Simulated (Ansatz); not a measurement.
# SrTiO3: the cost of one run

All numbers below are computed with Ansatz 0.2.0 (DFT PBE+U (U_eff = 5 eV on Pr 4f, 4 eV on Ti 3d), scalar-relativistic, plane waves, PAW).

5 further runs of the same task are left out: 1 that didn't finish, 4 set aside as unsound or not needed.

## (1) Starting point

The cell holds 20 atoms (O12PrSr3Ti4): a = 6.837 Å, b = 6.837 Å, c = 6.837 Å, α = 109.47°, β = 109.47°, γ = 109.47°.

The coordinates of this cell stand in the input of its own run.

The host was relaxed before at PBE+U (U_eff = 4 eV on Ti 3d): a = 3.947 Å, b = 3.947 Å, c = 3.947 Å, α = 90.00°, β = 90.00°, γ = 90.00° (conventional cell), 12.299 Å³/atom.

Places, in fractions of the supercell: Pr in place of Sr at (0.000, 0.500, 0.500). The start keeps the symmetry of the ideal site.

## (2) Band edges of the host over the zone

The input, input.yaml:

```yaml
crystal:
  lattice:
    - [3.9471414764, 0.0, 0.0]
    - [0.0, 3.9471414764, 0.0]
    - [0.0, 0.0, 3.9471414764]
  atoms:
    - { symbol: Sr, position: [0.0, 0.0, 0.0] }
    - { symbol: Ti, position: [0.5, 0.5, 0.5] }
    - { symbol: O, position: [0.5, 0.0, 0.5] }
    - { symbol: O, position: [0.5, 0.5, 0.0] }
    - { symbol: O, position: [0.0, 0.5, 0.5] }
basis:
  ecutwfc: 420
  xc_grid: 2
kpoints:
  mp_grid: { grid: [6, 6, 6] }
  band_path: { path: [VBM, CBM], npoints: 2 }
hamiltonian:
  xc: pbe
  hubbard: { sites: [{ species: Ti, l: d, u_eff: 4.0 }] }
scf:
  occupations: { method: gaussian, width: 0.02 }
output:
  forces: true
  stress: true
  eigenvalues: true
```

Run with:

```sh
ansatz run input.yaml --threads 8 --pin off --max-ram 14336MiB --backend cpu --events-out ev --progress --plain --runs-dir out
```

**Question.** How long does this run take on 8 threads of Arm Neoverse V1, shared host, and how much memory does it need?

About 1.9 s, with a peak of 0.42 GiB.
